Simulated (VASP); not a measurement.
A run of VASP 6.6.1 is set up as follows.

Contents of INCAR:

```
ALGO = Normal
CSHIFT = 0.1
EDIFF = 1E-6
ENCUT = 520
GGA = PE
ISIF = 2
ISMEAR = 0
KPAR = 4
LASPH = True
LCHARG = False
LOPTICS = True
LREAL = False
LWAVE = False
NBANDS = 110
NEDOS = 1000
NELM = 80
PREC = Accurate
SIGMA = 0.03
```

File KPOINTS:

```
k-points
0
Gamma
  6 6 6
```

POSCAR

```
ZnGa2O4                                 
1.0
    0.0000000000      4.1746942910      4.1746942910
    4.1746942910      0.0000000000      4.1746942910
    4.1746942910      4.1746942910      0.0000000000
  Zn              Ga              O             
     2     4     8
Direct
     0.5000000000000000    0.5000000000000000    0.5000000000000000
     0.7500000000000000    0.7500000000000000    0.7500000000000000
     0.1250000000000000    0.1250000000000000    0.6250000000000000
     0.1250000000000000    0.6250000000000000    0.1250000000000000
     0.6250000000000000    0.1250000000000000    0.1250000000000000
     0.1250000000000000    0.1250000000000000    0.1250000000000000
     0.8863900171037287    0.3408299486888069    0.8863900171037287
     0.3636099828962713    0.3636099828962713    0.9091700513111931
     0.3636099828962713    0.3636099828962713    0.3636099828962713
     0.9091700513111931    0.3636099828962713    0.3636099828962713
     0.8863900171037287    0.8863900171037287    0.8863900171037287
     0.3408299486888069    0.8863900171037287    0.8863900171037287
     0.3636099828962713    0.9091700513111931    0.3636099828962713
     0.8863900171037287    0.8863900171037287    0.3408299486888069
```

Potentials or basis: VASP PAW PBE potentials, release 64 (Zn, Ga_d, O).

The run is started by

```console
$ cat potpaw_PBE.64/Zn/POTCAR potpaw_PBE.64/Ga_d/POTCAR potpaw_PBE.64/O/POTCAR > POTCAR
$ mpirun -np 4 vasp_std > vasp.out
```

Q: What does it give for the largest force?

A: 0.101 eV/Å.

Q: Estimate the band gap on the k mesh.

A: 2.58 eV, indirect (least direct gap 2.75 eV).

Q: Estimate the pressure.

A: 7.7 GPa.

Dielectric function (mean over the directions given):
| energy (eV) | real part | imaginary part |
| --- | --- | --- |
| 0.28 | 4.08 | 0.00 |
| 0.95 | 4.14 | 0.01 |
| 1.63 | 4.26 | 0.03 |
| 2.30 | 4.55 | 0.07 |
| 2.98 | 4.82 | 0.27 |
| 3.65 | 4.48 | 1.28 |
| 4.32 | 5.21 | 1.32 |
| 5.00 | 4.67 | 1.53 |
| 5.67 | 4.32 | 2.26 |
| 6.34 | 4.82 | 2.57 |
| 7.07 | 4.83 | 3.20 |
| 7.75 | 4.64 | 2.89 |
| 8.42 | 3.82 | 4.28 |
| 9.10 | 2.57 | 4.33 |
| 9.77 | 2.29 | 4.19 |
| 10.44 | 1.53 | 4.43 |
| 11.12 | 0.71 | 4.10 |
| 11.79 | 0.76 | 3.68 |
| 12.46 | 0.65 | 2.85 |
| 13.14 | 0.62 | 2.61 |
| 13.87 | 1.12 | 3.08 |
| 14.54 | 0.37 | 3.81 |
| 15.22 | -0.78 | 3.15 |
| 15.89 | -0.82 | 2.56 |
| 16.56 | -0.81 | 2.18 |
| 17.24 | -0.84 | 1.74 |
| 17.91 | -0.66 | 1.25 |
| 18.58 | -0.35 | 1.04 |
| 19.26 | -0.50 | 0.94 |
| 19.99 | -0.17 | 0.79 |

Caveat: spectra need much finer meshes, so this one isn't converged; independent-particle spectra lack excitons. A k mesh can miss the band edges.
